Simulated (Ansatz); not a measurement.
# WS2: the cost of one run

Computed with Ansatz 0.2.0 (DFT PBE, scalar-relativistic, plane waves, PAW, unless a step's input says otherwise).

## Step 1: The system as given

The structure is trigonal, space group R3m (No. 160). The conventional cell has a = 3.164 Å, b = 3.164 Å, c = 18.418 Å, α = 90.00°, β = 90.00°, γ = 120.00°. Around W (site symmetry 3m) lie 6 S at 2.41 Å. S (site symmetry 3m) is surrounded by 3 W at 2.41 Å.

Structure file:

```cif
data_structure
_symmetry_space_group_name_H-M 'R3m:H'
_symmetry_Int_Tables_number 160
_cell_length_a 3.1642
_cell_length_b 3.1642
_cell_length_c 18.4176
_cell_angle_alpha 90.000
_cell_angle_beta 90.000
_cell_angle_gamma 120.000
_cell_volume 159.70
loop_
_atom_site_label
_atom_site_type_symbol
_atom_site_symmetry_multiplicity
_atom_site_Wyckoff_symbol
_atom_site_fract_x
_atom_site_fract_y
_atom_site_fract_z
_atom_site_occupancy
W1 W 3 a 0.00000 0.00000 0.00067 1
S1 S 3 a 0.00000 0.00000 0.24867 1
S2 S 3 a 0.33333 0.66667 0.08602 1
```

Origin of the cell: volume kept, shape and atoms relaxed. At PBE, an earlier run found 3.26 GPa for this cell of 17.744 Å³/atom (12×12×12 mesh), gap on the mesh 1.00 eV, no moment left. The cell is compressed at this level.

## Step 2: Bands on a fine mesh

File input.yaml:

```yaml
crystal:
  lattice:
    - [1.5821001021, 0.9134259199, 6.1392001973]
    - [-1.5821001021, 0.9134259199, 6.1392001973]
    - [0.0, -1.8268518396, 6.1392001973]
  atoms:
    - { symbol: W, position: [-0.0006704775, -0.0006704775, -0.0006704775], spin: 0.05 }
    - { symbol: S, position: [0.7513252403, 0.7513252403, 0.7513252403] }
    - { symbol: S, position: [0.5806452372, 0.5806452372, 0.5806452372] }
basis:
  ecutwfc: 420
  ecutrho_ratio: 4
kpoints:
  mp_grid: { grid: [12, 12, 12] }
hamiltonian:
  xc: pbe
scf:
  occupations: { method: gaussian, width: 0.05 }
  lower_state_search: "off"
output:
  forces: true
  stress: true
  eigenvalues: true
  populations: true
  eigenstates:
    nscf_kmesh: { grid: [22, 22, 22] }
    de_dk: true
    e_range: [-2.5, 3.495737838393]
  write_density: true
  write_potential: true
  elf: true
  volumetric_format: npy
magnetization:
  spin_polarized: true
checkpoint:
  read: start.run
  write: ck
  compress: false
  write_wavefunctions: false
  write_every: 100000
```

start.run is the folder with the converged state of an earlier run on this cell.

On the command line:

```console
ansatz run input.yaml --threads 4 --pin off --max-ram 9216MiB --backend cpu --events-out ev --progress --plain --runs-dir out
```

Q: Estimate wall time and peak memory on 4 threads of Arm Neoverse V1, shared host.

About 44 s, with a peak of 1.2 GiB.
